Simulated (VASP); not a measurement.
# Na (P6_3/mmc) in VASP: notebook

The runs below take Na through single point, with PBE.

Program: VASP 6.6.1. These are calculated values, not measurements. Logs are shortened: lines on timing, memory, paths and dates and some standing lists are left out, and cuts for length are marked.

### Step 1. Starting point

Symmetry: P6_3/mmc, No. 194, hexagonal system. Conventional cell: a = 3.767 Å, b = 3.767 Å, c = 6.154 Å, α = 90.00°, β = 90.00°, γ = 120.00°. Na (site symmetry -6m2) is surrounded by 12 Na at 3.77 Å.

This isn't the form of Na at room conditions, which is bcc.

### Step 2. Single point, PBE

The input, INCAR:

```
SYSTEM = Na
PREC     = Low            ! precision mode
ENCUT    = 520            ! plane-wave cutoff, eV
EDIFF    = 1E-6           ! SCF threshold, eV
ISMEAR   = 0              ! smearing method
SIGMA    = 0.2            ! smearing width, eV
LREAL    = .FALSE.        ! projectors in reciprocal space
LASPH    = .TRUE.         ! aspherical terms in the spheres
NELM     = 100            ! most SCF steps
ALGO     = Normal         ! electronic algorithm
ISIF     = 2              ! what is computed and relaxed
LWAVE    = .FALSE.        ! write WAVECAR
LCHARG   = .FALSE.        ! write CHGCAR
GGA      = PE             ! functional
NBANDS   = 14             ! bands
ADDGRID  = .FALSE.
```

The input, KPOINTS:

```
regular mesh
0
G
  12 12 7
  0 0 0
```

The input, POSCAR:

```
Na
1.0
    3.7670000000      0.0000000000      0.0000000000
   -1.8835000000      3.2623176961      0.0000000000
    0.0000000000      0.0000000000      6.1540000000
Na
2
Direct
    0.6607270000      0.3253030000      0.7651560000
    0.3322080000      0.6634530000      0.2738460000
```

Potentials or basis: VASP PAW PBE potentials, release 64 (Na_pv).

The run is started by

```sh
> cat potpaw_PBE.64/Na_pv/POTCAR > POTCAR
> mpirun -np 1 vasp_std > vasp.out
```

OUTCAR:

```text
SYSTEM = Na
   PREC = Low
   ENCUT = 520
   EDIFF = 1E-6
   ISMEAR = 0
   LREAL = .FALSE.
   LASPH = .TRUE.
   NELM = 100
   ISIF = 2
   GGA = PE

 Found    506 irreducible k-points:

 Following reciprocal coordinates:
            Coordinates               Weight
  0.000000  0.000000  0.000000      1.000000
  0.083333  0.000000  0.000000      2.000000
  0.000000  0.083333  0.000000      2.000000
 -0.083333  0.083333  0.000000      2.000000
  0.166667 -0.000000  0.000000      2.000000
  0.000000  0.166667  0.000000      2.000000
   k-points           NKPTS =    506   k-points in BZ     NKDIM =    506   number of bands    NBANDS=     14
   number of dos      NEDOS =    301   number of ions     NIONS =      2
   total plane-waves  NPLWV =  20736
   dimension x,y,z NGX =    24 NGY =   24 NGZ =   36
   dimension x,y,z NGXF=    24 NGYF=   24 NGZF=   36
   ions per type =               2
   NGX,Y,Z   is equivalent  to a cutoff of  10.59, 10.59,  9.73 a.u.
   NGXF,Y,Z  is equivalent  to a cutoff of  10.59, 10.59,  9.73 a.u.
 SYSTEM =  Na
   PREC   = low       normal or accurate (medium, high low for compatibility)
   ISTART =      0    job   : 0-new  1-cont  2-samecut
   ICHARG =      2    charge: 1-file 2-atom 10-const
   ISPIN  =      1    spin polarized calculation?
   LNONCOLLINEAR =      F non collinear calculations
   LSORBIT =      F    spin-orbit coupling
   LASPH  =      T    aspherical Exc in radial PAW
   ENCUT  =  520.0 eV  38.22 Ry    6.18 a.u.   7.00  7.00 11.44*2*pi/ulx,y,z
   NELM   =    100;   NELMIN=  2; NELMDL= -5     # of ELM steps
   EDIFF  = 0.1E-05   stopping-criterion for ELM
   LREAL  =      F    real-space projection
   EDIFFG = 0.1E-04   stopping-criterion for IOM
   NSW    =      0    number of steps for IOM
   IBRION =     -1    ionic relax: 0-MD 1-quasi-New 2-CG
   NFREE  =      0    steps in history (QN), initial steepest desc. (CG)
   ISIF   =      2    stress and relaxation
   ISYM   =      2    0-nonsym 1-usesym 2-fastsym
   POTIM  = 0.5000    time-step for ionic-motion
   TEBEG  =    0.0;   TEEND  =   0.0 temperature during run
   PSTRESS=    0.0 pullay stress
   NELECT =      14.0000    total number of electrons
   NUPDOWN=      -1.0000    fix difference up-down
   EMIN   =  10.00;   EMAX   =-10.00  energy-range for DOS
   EFERMI =   0.00;   METHOD = LEGACY
   ISMEAR =     0;   SIGMA  =   0.20  broadening in eV -4-tet -1-fermi 0-gaus
   EFERMI_NEDOS =   21; number of points for ismear=-14 and -15
   IALGO  =     38    algorithm
   IMIX   =      4    mixing-type and parameters
     AMIX     =   0.40;   BMIX     =  1.00
     AMIX_MAG =   1.60;   BMIX_MAG =  1.00
  volume/ion in A,a.u.               =      37.81       255.18
  Fermi-wavevector in a.u.,A,eV,Ry     =   0.933020  1.763153 11.844235  0.870527
  Thomas-Fermi vector in A             =   2.059678
   LORBIT       =      0    0 simple, 1 ext, 2 COOP (PROOUT), +10 PAW based schemes
   GGA     = PE    functional components
   LHFCALC =     F    Hartree Fock is set to
   AEXX    =    0.0000 exact exchange contribution
   IVDW    =     0    specifies the selected vdW correction
   LEPSILON=     F    determine dielectric tensor
   LRPA    =     F    only Hartree local field effects (RPA)
 non-spin polarized calculation
 Gauss-broadening in eV      SIGMA  =   0.20
  energy-cutoff  :      520.00
  volume of cell :       75.63
 maximum number of plane-waves:      2059
   NGX = 13   NGY = 13   NGZ = 23

 number of electron      13.9998651 magnetization

 Free energy of the ion-electron system (eV)
  ---------------------------------------------------
  ext. energy  EPLUGINS =         0.00000000
  ---------------------------------------------------
  free energy    TOTEN  =        -2.63201771 eV

  energy without entropy =       -2.61157428  energy(sigma->0) =       -2.62179599

 E-fermi :   0.2669     XC(G=0):  -6.4525

 val. band max:        0.2516198713   @ k =  -0.1667   0.0833   0.1429
 cond. band min:       0.3412905693   @ k =   0.0833  -0.3333   0.2857
 fundamental gap:      0.0896706980
 Fermi energy:         0.2669407752

 k-point     1 :       0.0000    0.0000    0.0000
  band No.  band energies     occupation
      1     -24.6719      2.00000
      2     -24.6441      2.00000
      3     -24.6437      2.00000
      4     -24.6393      2.00000
      5     -24.6393      2.00000
      6     -24.6392      2.00000
      7      -2.9686      2.00000
      8       0.8224      0.00009
      9       1.2058      0.00000
     10      10.1375      0.00000
     11      10.1454      0.00000
     12      10.4722      0.00000
     13      10.4858      0.00000
     14      10.6372      0.00000

 k-point     2 :       0.0833    0.0000    0.0000
  band No.  band energies     occupation
      1     -24.6712      2.00000
      2     -24.6454      2.00000
      3     -24.6446      2.00000
      4     -24.6410      2.00000
      5     -24.6396      2.00000
      6     -24.6395      2.00000
      7      -2.8671      2.00000
      8       0.9127      0.00000
      9       1.3048      0.00000
     10       8.4799      0.00000
     11       9.3871      0.00000
     12       9.8132      0.00000
     13      11.3482      0.00000
     14      11.4089      0.00000

 k-point     3 :       0.0000    0.0833    0.0000
  band No.  band energies     occupation
      1     -24.6712      2.00000
      2     -24.6457      2.00000
      3     -24.6443      2.00000
      4     -24.6410      2.00000
      5     -24.6396      2.00000
      6     -24.6395      2.00000
      7      -2.8671      2.00000
      8       0.9127      0.00000
      9       1.3048      0.00000
     10       8.4831      0.00000
     11       9.3871      0.00000
     12       9.8118      0.00000
     13      11.3418      0.00000
     14      11.4120      0.00000

 k-point     4 :      -0.0833    0.0833    0.0000
  band No.  band energies     occupation
      1     -24.6712      2.00000
      2     -24.6456      2.00000
      3     -24.6444      2.00000
      4     -24.6410      2.00000
      5     -24.6396      2.00000
      6     -24.6395      2.00000
      7      -2.8671      2.00000
      8       0.9127      0.00000
      9       1.3048      0.00000
     10       8.4817      0.00000
     11       9.3878      0.00000
     12       9.8118      0.00000
     13      11.3446      0.00000
     14      11.4108      0.00000

 k-point     5 :       0.1667   -0.0000    0.0000
  band No.  band energies     occupation
      1     -24.6692      2.00000
      2     -24.6499      2.00000
      3     -24.6460      2.00000
      4     -24.6455      2.00000
      5     -24.6404      2.00000
      6     -24.6403      2.00000
      7      -2.5640      2.00000
      8       1.1837      0.00000
      9       1.5979      0.00000
     10       6.6215      0.00000
     11       8.6439      0.00000
     12       8.8416      0.00000
     13       9.9821      0.00000
     14      10.9653      0.00000

 k-point     6 :       0.0000    0.1667    0.0000
  band No.  band energies     occupation
      1     -24.6691      2.00000
      2     -24.6502      2.00000
      3     -24.6457      2.00000
      4     -24.6456      2.00000
      5     -24.6403      2.00000
      6     -24.6403      2.00000
      7      -2.5640      2.00000
      8       1.1837      0.00000
      9       1.5977      0.00000
     10       6.6247      0.00000
     11       8.6437      0.00000
     12       8.8448      0.00000
     13       9.9795      0.00000
     14      10.9470      0.00000

 [... further k-points ...]

------------------------ aborting loop because EDIFF is reached ----------------------------------------

  FORCE on cell =-STRESS in cart. coord.  units (eV):
  Direction    XX          YY          ZZ          XY          YZ          ZX
  --------------------------------------------------------------------------------------
  -------------------------------------------------------------------------------------
  Total       -0.0548678     -0.0507849     -0.0776138     -0.0092183      0.0003001     -0.0002637
  in kB       -1.1623819     -1.0758847     -1.6442579     -0.1952916      0.0063576     -0.0055857
  external PRESSURE =      -1.2941748 kB  Pullay stress =       0.0000000 kB

 VOLUME and BASIS-vectors are now :
 -----------------------------------------------------------------------------
  energy-cutoff  :      520.00
  volume of cell :       75.63
      direct lattice vectors                 reciprocal lattice vectors
     3.767000000  0.000000000  0.000000000     0.265463233  0.153265269  0.000000000
    -1.883500000  3.262317696  0.000000000     0.000000000  0.306530538  0.000000000
     0.000000000  0.000000000  6.154000000     0.000000000  0.000000000  0.162495938

 POSITION                                       TOTAL-FORCE (eV/Angst)
 -----------------------------------------------------------------------------------
      1.87625      1.06124      4.70877        -0.002026      0.005701      0.036093
      0.00181      2.16439      1.68525         0.002026     -0.005701     -0.036093
 -----------------------------------------------------------------------------------
    total drift:                               -0.000117     -0.000545      0.012193

  FREE ENERGIE OF THE ION-ELECTRON SYSTEM (eV)
  ---------------------------------------------------
  free  energy   TOTEN  =        -2.6320177051 eV

  energy  without entropy=       -2.6115742798  energy(sigma->0) =       -2.62179599
```

Wall time 83 s (1 thread of Intel Xeon Platinum 8488C (Sapphire Rapids), shared host); peak memory 0.43 GiB.

The run converged, but some of its settings lie outside the range that counts as converged, so its numbers aren't taken as properties of the crystal.

Results:

```
Free energy            : -2.6320 eV
Pressure               : -0.1 GPa
Largest force          : 0.037 eV/Å
Band gap on the k mesh : none (metal or under the smearing width)
```

### Step 3. Single point, PBE

Changes to INCAR since step 2:

```diff
@@ -1,3 +1,3 @@
 SYSTEM = Na
-PREC     = Low            ! precision mode
+PREC     = Normal         ! precision mode
 ENCUT    = 520            ! plane-wave cutoff, eV
```

KPOINTS is that of step 2.

The input, POSCAR:

```
Na
1.0
    3.7670000000      0.0000000000      0.0000000000
   -1.8835000000      3.2623176961      0.0000000000
    0.0000000000      0.0000000000      6.1540000000
Na
2
Direct
    0.6666666667      0.3333333333      0.7500000000
    0.3333333333      0.6666666667      0.2500000000
```

Potentials or basis: VASP PAW PBE potentials, release 64 (Na_pv).

The run is started by

```sh
> cat potpaw_PBE.64/Na_pv/POTCAR > POTCAR
> mpirun -np 1 vasp_std > vasp.out
```

OUTCAR:

```text
SYSTEM = Na
   PREC = Normal
   ENCUT = 520
   EDIFF = 1E-6
   ISMEAR = 0
   LREAL = .FALSE.
   LASPH = .TRUE.
   NELM = 100
   ISIF = 2
   GGA = PE

 Found     76 irreducible k-points:

 Following reciprocal coordinates:
            Coordinates               Weight
  0.000000  0.000000  0.000000      1.000000
  0.083333  0.000000  0.000000      6.000000
  0.166667 -0.000000  0.000000      6.000000
  0.250000  0.000000  0.000000      6.000000
  0.333333 -0.000000  0.000000      6.000000
[... 180 lines left out ...]

  FORCE on cell =-STRESS in cart. coord.  units (eV):
  Direction    XX          YY          ZZ          XY          YZ          ZX
  --------------------------------------------------------------------------------------
  -------------------------------------------------------------------------------------
  Total       -0.0541637     -0.0541637     -0.0812616      0.0000000      0.0000000      0.0000000
  in kB       -1.1474654     -1.1474654     -1.7215371      0.0000000      0.0000000      0.0000000
  external PRESSURE =      -1.3388226 kB  Pullay stress =       0.0000000 kB

 VOLUME and BASIS-vectors are now :
 -----------------------------------------------------------------------------
  energy-cutoff  :      520.00
  volume of cell :       75.63
      direct lattice vectors                 reciprocal lattice vectors
     3.767000000  0.000000000  0.000000000     0.265463233  0.153265269  0.000000000
    -1.883500000  3.262317696  0.000000000     0.000000000  0.306530538  0.000000000
     0.000000000  0.000000000  6.154000000     0.000000000  0.000000000  0.162495938

 POSITION                                       TOTAL-FORCE (eV/Angst)
 -----------------------------------------------------------------------------------
      1.88350      1.08744      4.61550         0.000000      0.000000      0.000000
     -0.00000      2.17488      1.53850        -0.000000     -0.000000      0.000000
 -----------------------------------------------------------------------------------
    total drift:                                0.000000     -0.000000      0.000000

  FREE ENERGIE OF THE ION-ELECTRON SYSTEM (eV)
  ---------------------------------------------------
  free  energy   TOTEN  =        -2.6323116986 eV

  energy  without entropy=       -2.6118669481  energy(sigma->0) =       -2.62208932
```

OSZICAR:

```text
N       E                     dE             d eps       ncg     rms          rms(c)
DAV:   1     0.101310120638E+03    0.10131E+03   -0.76280E+03  2136   0.956E+02
DAV:   2     0.138546626216E+01   -0.99925E+02   -0.98800E+02  2260   0.277E+02
DAV:   3    -0.257548747909E+01   -0.39610E+01   -0.39577E+01  2764   0.628E+01
DAV:   4    -0.263226802378E+01   -0.56781E-01   -0.56779E-01  2368   0.814E+00
DAV:   5    -0.263354984093E+01   -0.12818E-02   -0.12818E-02  2770   0.125E+00    0.284E-01
DAV:   6    -0.263286146555E+01    0.68838E-03   -0.10299E-03  2584   0.395E-01    0.191E-01
DAV:   7    -0.263232957713E+01    0.53189E-03   -0.17916E-03  2892   0.456E-01    0.226E-02
DAV:   8    -0.263231180968E+01    0.17767E-04   -0.12827E-04  2782   0.194E-01    0.414E-03
DAV:   9    -0.263231169865E+01    0.11104E-06   -0.23521E-06  2212   0.245E-02
   1 F= -.26323117E+01 E0= -.26220893E+01  d E =-.204448E-01
```

It took 13 s on 1 thread of Intel Xeon Platinum 8488C (Sapphire Rapids), shared host; peak memory 0.18 GiB.

These settings aren't checked as converged: the numbers below hold their error.

What came out:

- Free energy: -2.6323 eV
- Pressure: -0.1 GPa
- Band gap on the k mesh: none (metal or under the smearing width)

### Step 4. Single point, PBE

INCAR is that of step 3.

KPOINTS is that of step 3.

The input, POSCAR:

```
Na
1.0
    3.7670000000      0.0000000000      0.0000000000
   -1.8835000000      3.2623176961      0.0000000000
    0.0000000000      0.0000000000      6.1540000000
Na
2
Direct
    0.6607270000      0.3253030000      0.7651560000
    0.3322080000      0.6634530000      0.2738460000
```

The run is started by

```sh
> cat potpaw_PBE.64/Na_pv/POTCAR > POTCAR
> mpirun -np 1 vasp_std > vasp.out
```

Wall time 86 s (1 thread of Intel Xeon Platinum 8488C (Sapphire Rapids), shared host); peak memory 0.45 GiB.

These settings aren't checked as converged: the numbers below hold their error.

What came out:

* Free energy: -2.6314 eV
* Pressure: -0.1 GPa
* Largest force: 0.038 eV/Å
* Band gap on the k mesh: none (metal or under the smearing width)

### Step 5. Single point, PBE

Changes to INCAR since step 4:

```diff
@@ -1,3 +1,3 @@
 SYSTEM = Na
-PREC     = Normal         ! precision mode
+PREC     = Accurate       ! precision mode
 ENCUT    = 520            ! plane-wave cutoff, eV
@@ -6,3 +6,3 @@
 SIGMA    = 0.2            ! smearing width, eV
-LREAL    = .FALSE.        ! projectors in reciprocal space
+LREAL    = Auto         
 LASPH    = .TRUE.         ! aspherical terms in the spheres
```

KPOINTS is that of step 4.

The input, POSCAR:

```
Na
1.0
    3.7670000000      0.0000000000      0.0000000000
   -1.8835000000      3.2623176961      0.0000000000
    0.0000000000      0.0000000000      6.1540000000
Na
2
Direct
    0.6666666667      0.3333333333      0.7500000000
    0.3333333333      0.6666666667      0.2500000000
```

The run is started by

```sh
> cat potpaw_PBE.64/Na_pv/POTCAR > POTCAR
> mpirun -np 1 vasp_std > vasp.out
```

Wall time 44 s (1 thread of Intel Xeon Platinum 8488C (Sapphire Rapids), shared host); peak memory 0.2 GiB.

The run converged, but some of its settings lie outside the range that counts as converged, so its numbers aren't taken as properties of the crystal.

What came out:

- Free energy: -2.6326 eV
- Pressure: -0.1 GPa
- Band gap on the k mesh: none (metal or under the smearing width)

### Step 6. For comparison

An earlier run on the cell as given: functional PBE; potentials or basis VASP PAW PBE potentials, release 64 (Na_pv); cutoff 520 eV; k mesh 8 × 8 × 5; occupations fermi-dirac, width 0.05 eV; no spin polarisation.

* Pressure: -0.2 GPa
* Band gap on the k mesh: none (metal or under the smearing width)
